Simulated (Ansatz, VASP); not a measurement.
Given: the input of a run of VASP 6.6.1 on CdS (Greenockite).

The input INCAR:

```
PREC = Accurate
ENCUT = 520
EDIFF = 1E-6
ISMEAR = 0
SIGMA = 0.014
LREAL = F
LASPH = T
NELM = 80
ALGO = Fast
ISIF = 2
LWAVE = F
LCHARG = F
GGA = PE
```

KPOINTS

```
Automatic mesh
0
Gamma
  7 7 4
```

POSCAR

```
CdS
1.0
    4.1500000000      0.0000000000      0.0000000000
   -2.0750000000      3.5940054257      0.0000000000
    0.0000000000      0.0000000000      6.7370000000
Cd S
2 2
Direct
    0.6666666667      0.3333333333      0.5000000000
    0.3333333333      0.6666666667      0.0000000000
    0.6666666667      0.3333333333      0.8750000000
    0.3333333333      0.6666666667      0.3750000000
```

Potentials or basis: VASP PAW PBE potentials, release 64 (Cd, S).

The run is started by

```sh
$ cat potpaw_PBE.64/Cd/POTCAR potpaw_PBE.64/S/POTCAR > POTCAR
$ mpirun -np 1 vasp_std > vasp.out
```

Question: Set up the same calculation for Ansatz 0.2.0. Potentials there: Ansatz PAW.

Answer: As run (the cutoff follows the program's own potentials):

The input input.yaml:

```yaml
crystal:
  lattice:
    - [4.15, 0.0, 0.0]
    - [-2.075, 3.5940054257, 0.0]
    - [0.0, 0.0, 6.737]
  atoms:
    - { symbol: Cd, position: [0.6666666667, 0.3333333333, 0.5] }
    - { symbol: Cd, position: [0.3333333333, 0.6666666667, 0.0] }
    - { symbol: S, position: [0.6666666667, 0.3333333333, 0.875] }
    - { symbol: S, position: [0.3333333333, 0.6666666667, 0.375] }
hamiltonian:
  xc: pbe
  pseudopotentials: { kind: paw }
kpoints:
  mp_grid: { grid: [7, 7, 4] }
scf:
  occupations: { method: gaussian, width: 0.014 }
output:
  forces: true
  stress: true
  eigenvalues: true
```

Potentials or basis: Ansatz PAW.

Launch:

```console
$ ansatz run input.yaml --threads 2 --pin off --max-ram 5632MiB --backend cpu --events-out ev --progress --plain --runs-dir out
```

Both were run:

|  | VASP | Ansatz | Ansatz less VASP |
| --- | --- | --- | --- |
| gap on the k mesh at the Fermi level (eV) | 1.20 | 1.20 | -0.003 |
| least direct gap on the mesh (eV) | 1.20 | 1.20 | -0.003 |
| pressure (GPa) | 2.4 | 2.1 | -0.34 |
| largest component of the traceless stress (GPa) | 0.44 | 0.42 | -0.014 |
| rms of the force components (eV/Å) | 0.040 | 0.039 | -0.0009 |

Atom by atom the forces differ by 0.001 eV/Å (rms over components). The functional is the same, so the differences come from potentials, cutoffs and numerics. The two sets of potentials don't hold the same shells in valence.

Caveats: odd divisions of the mesh miss points on the zone boundary, where band edges often lie, so the gap on the mesh can be too wide (Ansatz). As with any semilocal functional, this PBE gap is likely too small.
